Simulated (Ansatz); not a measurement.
Start from Be2C (space group Fm-3m, No. 225; a = 4.3107 Å). Axes: x, y, z lie along the cube axes.

Levels (all Ansatz, a first-principles code, PAW): PBEsol (420 eV, spin-orbit coupling left out); HSE06 (420 eV, no spin-orbit coupling).

Its gap is 1.08 eV with PBEsol and 1.92 eV with HSE06.

Now apply this change: uniaxial strain ε_yy = −2.43 %, all other strain components held at zero; the atoms relax in the strained cell.

With PBEsol the gap becomes 0.72 eV.

**Question.** If the HSE06 correction stayed the same, what would the HSE06 gap be, and what does the HSE06 run give?

**Answer.** A rigid correction of +0.84 eV gives 1.56 eV. The HSE06 run gives 1.56 eV, so the two effects roughly add.

Single points use the geometry relaxed with PBEsol. The hybrid gap comes from the SCF mesh plus the semilocal run's edge points and a few special points and is an upper bound. Stability against distortions was not tested.
